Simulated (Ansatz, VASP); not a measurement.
# One calculation of HfN, two programs

File INCAR:

```
  PREC = Accurate
  ENCUT = 520
  EDIFF = 1E-6
  ISMEAR = 0
  SIGMA = 0.15
  LREAL = False
  LASPH = True
  NELM = 80
  ALGO = Normal
  ISIF = 2
  LWAVE = False
  LCHARG = False
  GGA = PS
  NBANDS = 14
```

KPOINTS

```
regular mesh
0
Gamma
  20 20 20
```

The input POSCAR:

```
HfN
1.0
    0.0000000000      2.3226670296      2.1368536672
    2.3226670296      0.0000000000      2.1368536672
    2.3226670296      2.3226670296      0.0000000000
Hf N
1 1
Direct
    0.0000000000      0.0000000000      0.0000000000
    0.5000000000      0.5000000000      0.5000000000
```

Input for Ansatz:

```yaml
crystal:
  lattice:
    - [0.0, 2.3226670296, 2.1368536672]
    - [2.3226670296, 0.0, 2.1368536672]
    - [2.3226670296, 2.3226670296, 0.0]
  atoms:
    - { symbol: Hf, position: [0.0, 0.0, 0.0] }
    - { symbol: "N", position: [0.5, 0.5, 0.5] }
basis:
  ecutwfc: 420
kpoints:
  mp_grid: { grid: [20, 20, 20] }
hamiltonian:
  xc: pbesol
scf:
  occupations: { method: gaussian, width: 0.15 }
output:
  forces: true
  stress: true
  eigenvalues: true
```

Alike in both runs: task single point; functional PBEsol; k mesh 20 × 20 × 20; occupations gaussian, width 0.15 eV; no spin polarisation.

```csv
,VASP,Ansatz
version,VASP 6.6.1,Ansatz 0.2.0
potentials or method,"VASP PAW PBE potentials, release 64 (Hf_pv, N)","scalar-relativistic, plane waves, PAW"
plane-wave cutoff (eV),520,420
valence electrons in the cell,15,31
```

```csv
,VASP,Ansatz,Ansatz less VASP
gap on the k mesh at the Fermi level (eV),none,none,-
pressure (GPa),-0.5,1.6,+2.04
largest component of the traceless stress (GPa),31.46,31.52,+0.060
```

A gap of «none» marks a metal or a gap that the smearing closes. The two sets of potentials don't hold the same shells in valence.

Caveats: the PAW data sets were made with another functional, which shifts forces and pressure a little (VASP). The runs have no spin-orbit coupling, so splittings on Hf are missing.
